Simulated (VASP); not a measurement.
Crystal: Ti.

```
CELL_PARAMETERS angstrom
0.00000 2.03000 2.03000
2.03000 0.00000 2.03000
2.03000 2.03000 0.00000
ATOMIC_POSITIONS crystal
Ti 0.00000 0.00000 0.00000
```

This isn't the form of Ti at room conditions, which is hcp.

```yaml
Program: VASP 6.6.1
Task: relaxation of cell and atoms
Functional: r2SCAN
Potentials_or_basis: VASP PAW PBE potentials, release 64 (Ti_sv)
Cutoff: 600 eV
k_mesh: 11 × 11 × 11
Occupations: methfessel-paxton, width 0.1 eV
Spin: no spin polarisation
```

At the start: pressure 4.6 GPa; volume 16.73 Å³/atom.

Question: Where does the relaxation end?

Answer: Over 3 steps the energy falls by 9.7 meV/atom and the volume is 17.42 Å³/atom (+4.1 %); space group Fm-3m (No. 225, to 0.05 Å).

The path:
```
step  energy change (eV)  largest force (eV/Å)  pressure (GPa)  volume (Å³)
   1              0.0000                0.0000            4.63        16.73
   2             -0.0048                0.0000           -3.02        17.93
   3             -0.0097                0.0000           -0.02        17.42
```

Final structure:
```cif
data_structure
_symmetry_space_group_name_H-M 'P 1'
_symmetry_Int_Tables_number 1
_cell_length_a 2.9097
_cell_length_b 2.9097
_cell_length_c 2.9097
_cell_angle_alpha 60.000
_cell_angle_beta 60.000
_cell_angle_gamma 60.000
_cell_volume 17.42
loop_
_atom_site_label
_atom_site_type_symbol
_atom_site_fract_x
_atom_site_fract_y
_atom_site_fract_z
_atom_site_occupancy
Ti1 Ti 0.00000 0.00000 0.00000 1
```

Caveat: the PAW data sets were made with another functional, which shifts forces and pressure a little.
